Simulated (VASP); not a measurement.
Input of a VASP 6.6.1 run:

Contents of INCAR:

```
SYSTEM = GaP
ALGO = Fast ; EDIFF = 1E-7
EDIFFG = -0.005 ; ENCUT = 580
GGA = PS ; IBRION = 2
ISIF = 3 ; ISMEAR = 0
LASPH = .True. ; LCHARG = .False.
LREAL = .False. ; LWAVE = .False.
NELM = 80 ; NSW = 90
PREC = Accurate ; SIGMA = 0.02
```

KPOINTS

```
k-points
0
Gamma
  8 8 8
  0 0 0
```

File POSCAR:

```
GaP
1.0
    0.0000000000      2.7258124900      2.7258124900
    2.7258124900      0.0000000000      2.7258124900
    2.7258124900      2.7258124900      0.0000000000
Ga P
1 1
Direct
    0.0000000000      0.0000000000      0.0000000000
    0.7500000000      0.7500000000      0.7500000000
```

Potentials or basis: VASP PAW PBE potentials, release 64 (Ga, P).

The run is started by

```bash
$ cat potpaw_PBE.64/Ga/POTCAR potpaw_PBE.64/P/POTCAR > POTCAR
$ mpirun -np 1 vasp_std > vasp.out
```

(1) Predict the space group after relaxing (to 0.05 Å).

(2) Estimate the band gap on the k mesh.

(3) Estimate the relaxed cell.

(4) What does it give for the relaxed volume?

Results:

(1) F-43m (No. 216).

(2) 1.55 eV, indirect (least direct gap 1.71 eV).

(3) a = 3.871 Å, b = 3.871 Å, c = 3.871 Å, α = 60.00°, β = 60.00°, γ = 60.00°.

(4) 20.50 Å³/atom.

Caveat: the PAW data sets were made with another functional, which shifts forces and pressure a little.
